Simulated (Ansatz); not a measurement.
# MgSe (Fm-3m) in Ansatz: notebook

One crystal, MgSe, is run at these levels: PBE0; tasks: single point, equation of state.

All numbers are computed with Ansatz 0.2.0; they aren't measurements. Logs are shortened: lines on timing, memory, paths and dates and some standing lists are left out, and cuts for length are marked.

### 1 The crystal as given

It takes space group Fm-3m (No. 225, cubic). Conventional cell: a = 5.451 Å, b = 5.451 Å, c = 5.451 Å, α = 90.00°, β = 90.00°, γ = 90.00°. Around Se (site symmetry m-3m) lie 6 Mg at 2.73 Å. Mg (site symmetry m-3m) has 6 Se at 2.73 Å as nearest neighbours.

### 2 Single point, PBE0, 19.03 Å³/atom (volume scaled by 0.94)

Input file input.yaml:

```yaml
crystal:
  lattice:
    - [0.0, 2.6698619393, 2.6698619393]
    - [2.6698619393, 0.0, 2.6698619393]
    - [2.6698619393, 2.6698619393, 0.0]
  atoms:
    - { symbol: Se, position: [0.5, 0.5, 0.5] }
    - { symbol: Mg, position: [0.0, 0.0, 0.0] }
hamiltonian:
  xc: pbe0
  pseudopotentials: { kind: paw }
kpoints:
  mp_grid: { grid: [4, 4, 4] }
scf:
  occupations: { method: fermi_dirac, width: 0.05 }
output:
  forces: true
  stress: true
  eigenvalues: true
  write_density: true
  write_potential: true
  elf: true
  volumetric_format: npy
```

Potentials or basis: Ansatz PAW.

Run with:

```console
$ ansatz run input.yaml --threads 2 --pin off --max-ram 5632MiB --backend cpu --events-out ev --progress --plain --runs-dir out
```

Standard output:

```text
Warning: output.stress: scf.convergence.dr2_threshold = 1e-7 eV (the SCF's general default) is looser than the 2e-10 eV advised for a printed stress (1e-10 eV for each atom of the cell: 2). What an SCF threshold leaves in a stress goes as its square root, and in the free energy as the threshold itself, and one threshold admits the most on a small cell: of the crystals measured, under no hybrid functional and no lock of the moments, on runs that ended without the residual-converged pass, on stresses that held no estimate of that error, the worst erred by over 100 MPa in a component at 1e-7 eV an atom and by under 5 at 1e-10. Set scf.convergence.dr2_threshold to 2e-10 eV or tighter. The threshold is an SCF's pass mark: one that does not reach it within its budget of iterations ends unconverged, or closes short of it on a stop that the run arms, and scf.convergence.dr2_threshold's page says what that costs each kind of run
Warning: output.stress: scf.exx.energy_threshold = 1e-6 eV is looser than the 2e-8 eV advised for a stress under a hybrid functional (1e-8 eV for each atom of the cell: 2). Every SCF of the exchange loop can meet its threshold on dr2 while the loop round them stops early: no threshold on dr2 bounds what that leaves in the stress. Set scf.exx.energy_threshold to 2e-8 eV or tighter. The threshold is the loop's pass mark: a loop that does not reach it within its budget of cycles ends unconverged, and scf.exx.energy_threshold's page has the law
Warning: RAYON_NUM_THREADS=2 ignored (pool sized by the plan → 2); use --threads N
Engine: ansatz 0.2.0, x86_64-unknown-linux-gnu
Pseudopotentials: kind: paw
Pseudopotential: Se, paw, valence charge 16, recommended cutoff 420 eV (normal), Se.paw.azcp
Pseudopotential: Mg, paw, valence charge 10, recommended cutoff 420 eV (normal), Mg.paw.azcp
Functional definition: PBE0
  parameter a = 0.25
  parameter kappa = 0.804
  parameter beta = 0.06672455060314922
  exchange = (1 - a)*pbe_x(kappa = kappa, mu = beta*pi^2/3) + a*exact_x
  correlation = pbe_c(beta = beta)
Crystal: 2 atoms, lattice volume = 38.062 Å³
Basis set: ecut = 420 eV, 725 PW (Γ), exchange–correlation on 54×54×54 points (8 copies of the dense FFT grid, shifted against one another)
Bands: 17, of which v1, the nominal top of the filled ones, is band 13 counted from 1 (12 counted from 0)
Symmetry: 48 space group operations
Space group: Fm-3m (ITA 225), of the structure as read, at distance tolerance 3.4e-5 Å
k-points: 8 of 64
Non-local potential: Se, projectors of the file, l = 0: 2, l = 1: 2, l = 2: 3, l = 3: 1
Non-local potential: Mg, projectors of the file, l = 0: 3, l = 1: 2, l = 2: 1
PAW form: soft (Blöchl's): semilocal exchange-correlation on the pseudo side does not see the compensation charge
PAW frozen core: Se, regenerated for the run's functional, and the local potential with it (the file was generated under x = pbe(κ = 0.804, μ = 0.2195149727645171), c = pbe(β = 0.06672455060314922))
PAW frozen core: Mg, regenerated for the run's functional, and the local potential with it (the file was generated under x = pbe(κ = 0.804, μ = 0.2195149727645171), c = pbe(β = 0.06672455060314922))
PAW one-centre angular grid: Se, 590 points (default); XC on 64 Gauss nodes
PAW one-centre angular grid: Mg, 110 points (default); XC on 64 Gauss nodes
Initial density: superposition of atomic densities (neutral atoms: chi_scale 0, normalization atom), corrected by the library's trained network
Initial wavefunctions: pseudopotential atomic-orbital guess
Functional: x = pbe(κ = 0.804, μ = 0.2195149727645171), c = pbe(β = 0.06672455060314922), warm-up for x = 0.75 pbe(κ = 0.804, μ = 0.2195149727645171) + 0.25 exact, c = pbe(β = 0.06672455060314922)
SCF iter   1: F=—  HF=-7395.211946 eV  |F-HF|=—  |Δ(HF+E_count)|=         —  Δρ=7.76e-4  dr2=3.19e-4  ethr=1.77e-3  ⟨swp⟩=2.0  Hψ=836  notcnv=0
preconditioner: auto → none  [insulator: Δε(μ)=1.908 eV  Ē_g=11.594 eV  σ=0.050 eV  W_gap=1.00  n_scr=14 (ndim 8)  ℏωp=17.0 eV  f_vac=0.000  D(μ)=0.00/eV (n_scr^D=0)]
iter 2 solved again at ethr=6.34e-8 eV; its pass at ethr=1.23e-6 eV (dr2=1.65e-5 eV) is discarded
SCF iter   2: F=-7395.211814 eV  HF=-7395.211815 eV  |F-HF|=5.58e-7  |Δ(HF+E_count)|=   1.31e-4  Δρ=2.15e-4  dr2=1.63e-5  ethr=6.34e-8  ⟨swp⟩=2.1  Hψ=561  notcnv=0
SCF 1 stopped early in 2 iterations: F = -7395.211814 eV  dr2 = 1.63e-5
Initial density: handed on by an earlier stage of this run
Initial wavefunctions: those handed on with the density
Functional: x = 0.75 pbe(κ = 0.804, μ = 0.2195149727645171) + 0.25 exact, c = pbe(β = 0.06672455060314922)
Frozen-core exchange: fock
SCF iter   1: F=—  HF=-7397.357074 eV  |F-HF|=—  |Δ(HF+E_count)|=         —  Δρ=3.94e-3  dr2=3.38e-3  ethr=6.29e-7  ⟨swp⟩=5.8  Hψ=590  notcnv=0
preconditioner: auto → none  [insulator: Δε(μ)=3.501 eV  Ē_g=13.878 eV  σ=0.050 eV  W_gap=1.00  n_scr=14 (ndim 8)  ℏωp=17.0 eV  f_vac=0.000  D(μ)=0.00/eV (n_scr^D=0)]
SCF iter   2: F=—  HF=-7397.352123 eV  |F-HF|=—  |Δ(HF+E_count)|=   4.95e-3  Δρ=1.80e-3  dr2=7.62e-4  ethr=6.29e-7  ⟨swp⟩=4.0  Hψ=428  notcnv=0
SCF iter   3: F=—  HF=-7397.351986 eV  |F-HF|=—  |Δ(HF+E_count)|=   1.37e-4  Δρ=5.83e-4  dr2=4.57e-4  ethr=6.29e-7  ⟨swp⟩=3.0  Hψ=279  notcnv=0
SCF iter   4: F=—  HF=-7397.356214 eV  |F-HF|=—  |Δ(HF+E_count)|=   4.23e-3  Δρ=4.72e-4  dr2=4.51e-5  ethr=2.14e-7  ⟨swp⟩=4.0  Hψ=444  notcnv=0
SCF iter   5: F=—  HF=-7397.356190 eV  |F-HF|=—  |Δ(HF+E_count)|=   2.36e-5  Δρ=3.61e-5  dr2=7.02e-6  ethr=1.53e-7  ⟨swp⟩=3.0  Hψ=324  notcnv=0
SCF iter   6: F=-7397.356243 eV  HF=-7397.356244 eV  |F-HF|=6.35e-7  |Δ(HF+E_count)|=   5.37e-5  Δρ=4.61e-5  dr2=7.36e-7  ethr=1.20e-9  ⟨swp⟩=4.0  Hψ=491  notcnv=0
SCF 2 stopped early in 6 iterations: F = -7397.356243 eV  dr2 = 7.36e-7
hybrid outer 1: dexx = +5.127e-3 eV, tail = 6.98e-5 eV
Frozen-core exchange: fock
SCF iter   1: F=—  HF=-7397.356361 eV  |F-HF|=—  |Δ(HF+E_count)|=         —  Δρ=3.83e-5  dr2=4.43e-7  ethr=1.34e-6  ⟨swp⟩=2.2  Hψ=274  notcnv=0
preconditioner: auto → none  [insulator: Δε(μ)=3.510 eV  Ē_g=13.872 eV  σ=0.050 eV  W_gap=1.00  n_scr=14 (ndim 8)  ℏωp=17.0 eV  f_vac=0.000  D(μ)=0.00/eV (n_scr^D=0)]
SCF iter   2: F=—  HF=-7397.356361 eV  |F-HF|=—  |Δ(HF+E_count)|=   3.75e-7  Δρ=2.55e-5  dr2=1.47e-7  ethr=1.51e-9  ⟨swp⟩=4.0  Hψ=426  notcnv=0
SCF iter   3: F=—  HF=-7397.356361 eV  |F-HF|=—  |Δ(HF+E_count)|=   3.95e-8  Δρ=8.90e-6  dr2=5.09e-8  ethr=3.74e-10  ⟨swp⟩=2.9  Hψ=255  notcnv=0
SCF iter   4: F=-7397.356362 eV  HF=-7397.356362 eV  |F-HF|=4.56e-9  |Δ(HF+E_count)|=   2.56e-7  Δρ=4.90e-6  dr2=4.57e-9  ethr=4.37e-11  ⟨swp⟩=4.0  Hψ=460  notcnv=0
SCF 3 converged in 4 iterations: F = -7397.356362 eV  dr2 = 4.57e-9
  Residual-converged pass: ⟨swp⟩=2.4  Hψ=192  notcnv=0  max |occ|·‖R‖ = 2.3e-6 eV (tolerance 2.4e-6 eV)  dr2=4.57e-9  dr2_onsite=2.17e-9  max |Δocc| = 1.5e-24
hybrid outer 2: dexx = +3.303e-7 eV, tail = 3.94e-8 eV, Δε = 2.98e-3 eV (about 1.69e-4 eV left of the loop's levels)
hybrid SCF converged: 2 outer / 10 inner (+2 warm-up), last move |dexx| = 3.30e-7 eV, tail = 3.94e-8 eV
Stability not checked: this state was not tested for a lower state beside it, because the functional holds exact exchange (a hybrid, or Hartree-Fock), whose exchange loop this test does not read (fock_operator; see scf.lower_state_search)
Free energy (F): -7397.356362 eV
Frozen-core exchange: fock
Harris-Foulkes:  -7397.356362 eV  (|F-HF|=4.56e-9)
Internal energy: -7397.356362 eV  (E = F + TS)
E sigma→0 (E₀):  -7397.356362 eV
Fermi energy:    9.420632 eV
--- Per-component energies (eV) ---
  E_band       = -774.094916
  E_kinetic    = 198.452218
  E_local      = -3735.338928  (includes V_loc(G=0)·N_el)
  E_nonlocal   = -502.827856
  E_hartree    = 1653.168571
  E_xc         = -104.595333
  E_vxc        = -107.365566  (∫ρ·V_xc dr)
  E_exx        = -130.943144  (= α·E_x^exact, valence–valence)
  E_paw        = -2103.158179  (= ΣΔE_a)
  E_vpaw       = 328.531247  (= ΣTr[D̂ρ^β])
  E_aug_tail   = -0.000608  (compensation charges beyond the density's cutoff)
  E_ewald      = -2670.983036
  E_core_change = -1.130067  (= ΣΔE_core)
  E_smearing   = -0.000000  (= −TS)
  E_closure    = 0.000000  (closes the sum)
  Σ components = -7397.356362   (vs F -7397.356362, Δ=9.09e-13)
--- Forces (eV/Å), atoms counted from 1 ---
  atom   1  Se    -0.00000000    -0.00000000     0.00000000
  atom   2  Mg     0.00000000    -0.00000000    -0.00000000
  max |Σ_I F_I| component: 1.29e-29 eV/Å
--- Stress (GPa, compression-positive) ---
        5.860218       0.000000       0.000000
        0.000000       5.860218       0.000000
        0.000000       0.000000       5.860218
  P = ⅓ Tr σ = 5.8602 GPa (58.602 kbar)
--- Band table (eV; the first three rows and the last of 8) ---
  k-point 0: bands = ["-72.7036", "-42.2110", "-42.2110", "-42.2045", "-42.2045", "-42.2045", "-37.6007", "-37.6007", "-37.6007", "-6.9329", "7.6657", "7.6657", "7.6657", "12.4730", "16.8116", "16.8116", "16.8116"]
  k-point 1: bands = ["-72.7034", "-42.2111", "-42.2111", "-42.2044", "-42.2043", "-42.2043", "-37.6035", "-37.6007", "-37.6007", "-6.3178", "4.2232", "7.2712", "7.2712", "13.7038", "16.6428", "16.6428", "17.7348"]
  k-point 2: bands = ["-72.7033", "-42.2112", "-42.2112", "-42.2042", "-42.2041", "-42.2041", "-37.6063", "-37.6007", "-37.6007", "-5.4909", "1.8292", "6.9397", "6.9397", "13.2061", "15.6123", "15.6123", "18.8437"]
  k-point 7: bands = ["-72.7031", "-42.2109", "-42.2109", "-42.2042", "-42.2042", "-42.2037", "-37.6044", "-37.6044", "-37.6024", "-5.0272", "3.7007", "3.7007", "4.7334", "14.2062", "16.7832", "17.1210", "17.1210"]
```

Wall time 7.4 s (2 threads of AMD EPYC 7R43 (Zen 3), shared host); peak memory 0.61 GiB.

What came out:

```yaml
Free_energy: -7397.3564 eV
Pressure: 5.9 GPa
Band_gap_on_the_k_mesh: 3.51 eV, indirect (least direct gap 4.81 eV)
```

Caveat: the k mesh is coarse (spacing up to 0.51 Å⁻¹), so the values aren't converged, least of all with exact exchange; the PAW data sets come from PBE, with cores solved anew for the run's functional, which leaves a small shift of forces and pressure; the thresholds are loose for stress.

### 3 Single point, PBE0, 19.44 Å³/atom (volume scaled by 0.96)

Changes to input.yaml since step 2:

```diff
@@ -2,5 +2,5 @@
   lattice:
-    - [0.0, 2.6698619393, 2.6698619393]
-    - [2.6698619393, 0.0, 2.6698619393]
-    - [2.6698619393, 2.6698619393, 0.0]
+    - [0.0, 2.6886644034, 2.6886644034]
+    - [2.6886644034, 0.0, 2.6886644034]
+    - [2.6886644034, 2.6886644034, 0.0]
   atoms:
```

Potentials or basis: Ansatz PAW.

Run with:

```console
$ ansatz run input.yaml --threads 2 --pin off --max-ram 5632MiB --backend cpu --events-out ev --progress --plain --runs-dir out
```

It took 6.7 s on 2 threads of AMD EPYC 7R43 (Zen 3), shared host; peak memory 0.6 GiB.

The run converged. Its results:

- Free energy: -7397.3814 eV
- Pressure: 4.1 GPa
- Band gap on the k mesh: 3.47 eV, indirect (least direct gap 4.64 eV)

Caveat: the k mesh is coarse (spacing up to 0.51 Å⁻¹), so the values aren't converged, least of all with exact exchange; the PAW data sets come from PBE, with cores solved anew for the run's functional, which leaves a small shift of forces and pressure; the thresholds are loose for stress.

### 4 Single point, PBE0, 19.84 Å³/atom (volume scaled by 0.98)

Input file input.yaml:

```yaml
crystal:
  lattice:
    - [0.0, 2.7072075025, 2.7072075025]
    - [2.7072075025, 0.0, 2.7072075025]
    - [2.7072075025, 2.7072075025, 0.0]
  atoms:
    - { symbol: Se, position: [0.5, 0.5, 0.5] }
    - { symbol: Mg, position: [0.0, 0.0, 0.0] }
hamiltonian:
  xc: pbe0
  pseudopotentials: { kind: paw }
kpoints:
  mp_grid: { grid: [4, 4, 4] }
scf:
  occupations: { method: fermi_dirac, width: 0.05 }
output:
  forces: true
  stress: true
  eigenvalues: true
```

Run with:

```console
$ ansatz run input.yaml --threads 2 --pin off --max-ram 5632MiB --backend cpu --events-out ev --progress --plain --runs-dir out
```

Wall time 6.4 s (2 threads of AMD EPYC 7R43 (Zen 3), shared host); peak memory 0.62 GiB.

The run converged. Its results:

- Free energy: -7397.3978 eV
- Pressure: 2.4 GPa
- Band gap on the k mesh: 3.43 eV, indirect (least direct gap 4.48 eV)

Caveat: the k mesh is coarse (spacing up to 0.50 Å⁻¹), so the values aren't converged, least of all with exact exchange; the PAW data sets come from PBE, with cores solved anew for the run's functional, which leaves a small shift of forces and pressure; the thresholds are loose for stress.

### 5 Single point, PBE0, 20.25 Å³/atom

Changes to input.yaml since step 4:

```diff
@@ -2,5 +2,5 @@
   lattice:
-    - [0.0, 2.7072075025, 2.7072075025]
-    - [2.7072075025, 0.0, 2.7072075025]
-    - [2.7072075025, 2.7072075025, 0.0]
+    - [0.0, 2.7255, 2.7255]
+    - [2.7255, 0.0, 2.7255]
+    - [2.7255, 2.7255, 0.0]
   atoms:
@@ -19 +19,5 @@
   eigenvalues: true
+  write_density: true
+  write_potential: true
+  elf: true
+  volumetric_format: npy
```

Run with:

```console
$ ansatz run input.yaml --threads 2 --pin off --max-ram 5632MiB --backend cpu --events-out ev --progress --plain --runs-dir out
```

Wall time 6.9 s (2 threads of AMD EPYC 7R43 (Zen 3), shared host); peak memory 0.62 GiB.

It converged, with:

- Free energy: -7397.4063 eV
- Pressure: 1.0 GPa
- Band gap on the k mesh: 3.39 eV, indirect (least direct gap 4.32 eV)

Caveat: the k mesh is coarse (spacing up to 0.50 Å⁻¹), so the values aren't converged, least of all with exact exchange; the PAW data sets come from PBE, with cores solved anew for the run's functional, which leaves a small shift of forces and pressure; the thresholds are loose for stress.

### 6 Single point, PBE0, 20.65 Å³/atom (volume scaled by 1.02)

Input file input.yaml:

```yaml
crystal:
  lattice:
    - [0.0, 2.7435501949, 2.7435501949]
    - [2.7435501949, 0.0, 2.7435501949]
    - [2.7435501949, 2.7435501949, 0.0]
  atoms:
    - { symbol: Se, position: [0.5, 0.5, 0.5] }
    - { symbol: Mg, position: [0.0, 0.0, 0.0] }
hamiltonian:
  xc: pbe0
  pseudopotentials: { kind: paw }
kpoints:
  mp_grid: { grid: [4, 4, 4] }
scf:
  occupations: { method: fermi_dirac, width: 0.05 }
output:
  forces: true
  stress: true
  eigenvalues: true
```

Potentials or basis: Ansatz PAW.

Run with:

```console
$ ansatz run input.yaml --threads 2 --pin off --max-ram 5632MiB --backend cpu --events-out ev --progress --plain --runs-dir out
```

Run time: 9.9 s. Hardware: 2 threads of AMD EPYC 7R43 (Zen 3), shared host; peak memory 0.63 GiB.

It converged, with:

* Free energy: -7397.4077 eV
* Pressure: -0.4 GPa
* Band gap on the k mesh: 3.35 eV, indirect (least direct gap 4.17 eV)

Caveat: the k mesh is coarse (spacing up to 0.50 Å⁻¹), so the values aren't converged, least of all with exact exchange; the PAW data sets come from PBE, with cores solved anew for the run's functional, which leaves a small shift of forces and pressure; the thresholds are loose for stress.

### 7 Single point, PBE0, 21.06 Å³/atom (volume scaled by 1.04)

Changes to input.yaml since step 6:

```diff
@@ -2,5 +2,5 @@
   lattice:
-    - [0.0, 2.7435501949, 2.7435501949]
-    - [2.7435501949, 0.0, 2.7435501949]
-    - [2.7435501949, 2.7435501949, 0.0]
+    - [0.0, 2.7613659551, 2.7613659551]
+    - [2.7613659551, 0.0, 2.7613659551]
+    - [2.7613659551, 2.7613659551, 0.0]
   atoms:
```

Run with:

```console
$ ansatz run input.yaml --threads 2 --pin off --max-ram 5632MiB --backend cpu --events-out ev --progress --plain --runs-dir out
```

Wall time 8.8 s (2 threads of AMD EPYC 7R43 (Zen 3), shared host); peak memory 0.65 GiB.

It converged, with:

```yaml
Free_energy: -7397.4028 eV
Pressure: -1.6 GPa
Band_gap_on_the_k_mesh: 3.31 eV, indirect (least direct gap 4.03 eV)
```

Caveat: the k mesh is coarse (spacing up to 0.49 Å⁻¹), so the values aren't converged, least of all with exact exchange; the PAW data sets come from PBE, with cores solved anew for the run's functional, which leaves a small shift of forces and pressure; the thresholds are loose for stress.

### 8 Single point, PBE0, 21.46 Å³/atom (volume scaled by 1.06)

Changes to input.yaml since step 7:

```diff
@@ -2,5 +2,5 @@
   lattice:
-    - [0.0, 2.7613659551, 2.7613659551]
-    - [2.7613659551, 0.0, 2.7613659551]
-    - [2.7613659551, 2.7613659551, 0.0]
+    - [0.0, 2.7789547475, 2.7789547475]
+    - [2.7789547475, 0.0, 2.7789547475]
+    - [2.7789547475, 2.7789547475, 0.0]
   atoms:
@@ -19 +19,5 @@
   eigenvalues: true
+  write_density: true
+  write_potential: true
+  elf: true
+  volumetric_format: npy
```

Run with:

```console
$ ansatz run input.yaml --threads 2 --pin off --max-ram 5632MiB --backend cpu --events-out ev --progress --plain --runs-dir out
```

Run time: 9 s. Hardware: 2 threads of AMD EPYC 7R43 (Zen 3), shared host; peak memory 0.69 GiB.

It converged, with:

```
Free energy            : -7397.3921 eV
Pressure               : -2.7 GPa
Band gap on the k mesh : 3.27 eV, indirect (least direct gap 3.90 eV)
```

Caveat: the k mesh is coarse (spacing up to 0.49 Å⁻¹), so the values aren't converged, least of all with exact exchange; the PAW data sets come from PBE, with cores solved anew for the run's functional, which leaves a small shift of forces and pressure; the thresholds are loose for stress.

### 9 Equation of state, PBE0

Potentials or basis: Ansatz PAW.

No new run: the results of the series are fitted here.

What came out:

* Equilibrium volume: 20.54 Å³/atom
* Bulk modulus: 66 GPa
* Pressure derivative of the bulk modulus: 4.1

Energy against volume, from the lowest point:
```csv
volume (Å³/atom),energy (meV/atom)
19.031,25.69
19.436,13.17
19.841,4.99
20.246,0.72
20.651,0.00
21.056,2.47
21.461,7.83
```

Caveat: the k mesh is coarse (spacing up to 0.50 Å⁻¹), so the values aren't converged, least of all with exact exchange; the PAW data sets were made with another functional, which shifts forces and pressure a little. Zero-point motion and thermal expansion aren't in these numbers.
